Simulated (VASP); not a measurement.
As:

```
CELL_PARAMETERS angstrom
8.11105 0.00000 0.00000
0.00000 8.11105 0.00000
0.00000 0.00000 8.11105
ATOMIC_POSITIONS crystal
As 0.16667 0.16667 0.16667
As 0.16667 0.16667 0.50000
As 0.16667 0.16667 0.83333
As 0.16667 0.50000 0.16667
As 0.16667 0.50000 0.50000
As 0.16667 0.50000 0.83333
As 0.16667 0.83333 0.16667
As 0.16667 0.83333 0.50000
As 0.16667 0.83333 0.83333
As 0.50000 0.16667 0.16667
As 0.50000 0.16667 0.50000
As 0.50000 0.16667 0.83333
As 0.50000 0.50000 0.16667
As 0.50000 0.50000 0.50000
As 0.50000 0.50000 0.83333
As 0.50000 0.83333 0.16667
As 0.50000 0.83333 0.50000
As 0.50000 0.83333 0.83333
As 0.83333 0.16667 0.16667
As 0.83333 0.16667 0.50000
As 0.83333 0.16667 0.83333
As 0.83333 0.50000 0.16667
As 0.83333 0.50000 0.50000
As 0.83333 0.50000 0.83333
As 0.83333 0.83333 0.16667
As 0.83333 0.83333 0.50000
As 0.83333 0.83333 0.83333
```

This isn't the form of As at room conditions, which is rhombohedral.

```yaml
Program: VASP 6.6.1
Task: phonon dispersion
Functional: LDA
Potentials_or_basis: VASP PAW LDA potentials, release 64 (As)
Cutoff: 520 eV
k_mesh: 2 × 2 × 2
Occupations: gaussian, width 0.02 eV
Spin: no spin polarisation
Long-range_dipole_term: no
Supercell_matrix: "[3, 0, 0, 0, 3, 0, 0, 0, 3]"
Further_INCAR_settings: LREAL = Auto; ALGO = Normal; EDIFF = 1e-07; IBRION = 6; POTIM = 0.015; NSW = 1
```

Q: Is this structure dynamically stable at this level, and how far does the spectrum reach?

A: Yes, as far as this q mesh shows: no mode on the path is imaginary. The highest frequency is 223 cm⁻¹.

Phonon frequencies at the corners of the path (cm⁻¹, interpolated; i marks imaginary ones):
| point | frequencies |
| --- | --- |
| Γ | 0 0 0 |
| X | 78 78 219 |
| M | 115 155 155 |
| R | 223 223 223 |

A q mesh this small can miss soft modes between its points.

Caveat: the k mesh is coarse (spacing up to 0.39 Å⁻¹), so the values aren't converged.
